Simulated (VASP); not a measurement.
Set up this calculation in VASP 6.6.1, as the native input.

```
Task                   : relaxation of cell and atoms
Functional             : r2SCAN
Dispersion             : rVV10
Potentials or basis    : VASP PAW PBE potentials, release 64 (Cu)
Cutoff                 : 600 eV
k mesh                 : 20 × 20 × 20
Occupations            : gaussian, width 0.1 eV
Spin                   : no spin polarisation
Further INCAR settings : ALGO = Normal; EDIFF = 1e-07; IBRION = 2; EDIFFG = -0.005; NSW = 90; ISIF = 3
```

The structure of Cu lies in POSCAR:

```
Cu
1.0
   -1.4427933200      1.4427933200      1.3760814500
    1.4427933200     -1.4427933200      1.3760814500
    1.4427933200      1.4427933200     -1.3760814500
Cu
1
Direct
    0.0000000000      0.0000000000      0.0000000000
```

This isn't the form of Cu at room conditions, which is fcc.

These files were run (other wordings do the same):

INCAR

```
PREC     = Accurate       # precision mode
ENCUT    = 600            # plane-wave cutoff, eV
EDIFF    = 1E-7           # SCF threshold, eV
ISMEAR   = 0              # smearing method
SIGMA    = 0.1            # smearing width, eV
LREAL    = F              # projectors in reciprocal space
LASPH    = T              # aspherical terms in the spheres
NELM     = 80             # most SCF steps
ALGO     = Normal         # electronic algorithm
ISIF     = 3              # what is computed and relaxed
LWAVE    = F              # write WAVECAR
LCHARG   = F              # write CHGCAR
METAGGA  = R2SCAN         # meta-GGA
LMIXTAU  = T            
LUSE_VDW = T            
IVDW_NL  = 2            
BPARAM   = 11.95        
CPARAM   = 0.0093       
IBRION   = 2              # ionic algorithm
NSW      = 90             # ionic steps
EDIFFG   = -0.005         # ionic threshold
```

KPOINTS

```
regular mesh
0
Gamma
  20 20 20
```

Potentials or basis: VASP PAW PBE potentials, release 64 (Cu).

Launch:

```console
$ cat potpaw_PBE.64/Cu/POTCAR > POTCAR
$ mpirun -np 1 vasp_std > vasp.out
```

Results of the run:

```
Relaxed volume                         : 11.40 Å³/atom
Relaxed cell                           : a = 2.458 Å, b = 2.458 Å, c = 2.458 Å, α = 108.03°, β = 108.03°, γ = 112.38°
Space group after relaxing (to 0.05 Å) : I4/mmm (No. 139)
Energy gained by relaxing              : 0.2 meV/atom
Ionic steps                            : 8
Pressure after relaxing                : 0.0 GPa
Band gap on the k mesh                 : none (metal or under the smearing width)
```

Caveat: the PAW data sets were made with another functional, which shifts forces and pressure a little.

Wall time 33 min on 1 thread of Intel(R) Xeon(R) Platinum 8375C CPU @ 2.90GHz (Ice Lake) (shared host), peak memory 0.27 GiB.
